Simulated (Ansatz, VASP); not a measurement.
## MgO: VASP beside Ansatz

```
Mg O
1.0
     0.00000    2.12724    2.12724
     2.12724    0.00000    2.12724
     2.12724    2.12724    0.00000
Mg O
1 1
Cartesian
  0.0000 0.0000 0.0000
  2.1272 2.1272 2.1272
```

Alike in both runs: functional PBE; k mesh 15 × 15 × 15; occupations fermi-dirac, width 0.08 eV; no spin polarisation.

Ansatz relaxed the structure, and its values are those at the end. VASP's run is a single point on that final structure, the one shown.

|  | VASP | Ansatz |
| --- | --- | --- |
| version | VASP 6.6.1 | Ansatz 0.2.0 |
| potentials or method | VASP PAW PBE potentials, release 64 (Mg, O), cutoff 520 eV | all-electron LAPW, scalar-relativistic |

|  | VASP | Ansatz | Ansatz less VASP |
| --- | --- | --- | --- |
| gap on the k mesh at the Fermi level (eV) | 4.44 | 4.45 | +0.012 |
| pressure (GPa) | -0.8 | 0.0 | +0.81 |

Ansatz ran all-electron here, so the differences hold the error of VASP's frozen core and of both bases.

Caveats: an odd mesh through Γ misses points on the zone boundary, where band edges often lie.
